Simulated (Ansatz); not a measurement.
A 2-atom cell of AlP started from a crystallographic database, relaxed with r2SCAN in Ansatz 0.2.0: it is cubic, F-43m (No. 216); a = 5.479 Å in the conventional setting, 20.55 Å³ an atom. Al has 4 P at 2.37 Å; P has 4 Al at 2.37 Å. The primitive cell holds 2 atoms in 41.11 Å³. The values are computed, spin-unpolarised, and not measurements.

Computed values: PBE gives a gap of 1.60 eV and PBE0 (25 % exact exchange) 2.96 eV; one over PBE's mean ε∞ is 0.124. HSE06 (6×6×6) gives a least gap of 2.28 eV and a least direct gap of 4.16 eV. r2SCAN's ε∞ is 7.32.

Problem. Taking the gap as linear in the share of unscreened exchange, estimate the gap of the hybrid whose share is 1/ε∞.

Solution. The slope is (2.96 − 1.60)/0.25 = 5.44 eV per unit share, so E_g ≈ 1.60 + 5.44 × 0.124 = 2.27 eV. The run with that share gives 2.26 eV (6×6×6 mesh), -0.01 eV from the straight line.

Problem. At what wavelength does absorption set in by HSE06, excitons left aside?

Solution. λ = 1239.84 eV nm/E: 544 nm for the least gap, where it needs phonons and is weak, and 298 nm for direct transitions.

Problem. What refractive index and reflectivity at normal incidence follow, below the gap and above the phonons?

Solution. n = √7.32 = 2.706; R = ((n − 1)/(n + 1))² = (1.706/3.706)² = 21.2 % a face.

The meshes of the hybrids are coarse, so their gaps aren't converged to the digits shown.
